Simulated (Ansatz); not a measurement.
HfN:

```
CELL_PARAMETERS angstrom
0.00000 2.25600 2.25600
2.25600 0.00000 2.25600
2.25600 2.25600 0.00000
ATOMIC_POSITIONS crystal
Hf 0.00000 0.00000 0.00000
N 0.50000 0.50000 0.50000
```

Base run:

| Property | Result |
| --- | --- |
| Program | Ansatz 0.2.0 |
| Functional | r2SCAN |
| Potentials or basis | Ansatz PAW |
| Cutoff | 500 eV (not typed: the program's choice for these potentials) |
| k mesh | 10 × 10 × 10 |
| Occupations | fermi-dirac, width 0.05 eV |
| Spin | no spin polarisation |
| Hubbard terms | Hf d U = 2 eV |

Its results: band gap on the k mesh none (metal or under the smearing width); pressure 5.4 GPa.

Task: The run is repeated on the same cell with these changes: hubbard terms from Hf d U = 2 eV to Hf d U = 5 eV. What comes out?

Result: Band gap on the k mesh none (metal or under the smearing width); pressure 10.2 GPa.

Caveats: spin-orbit coupling is left out, which moves the levels of the heavy elements; U without spin polarisation on a metal has little footing; the PAW data sets come from PBE, with cores solved anew for the run's functional, which leaves a small shift of forces and pressure.
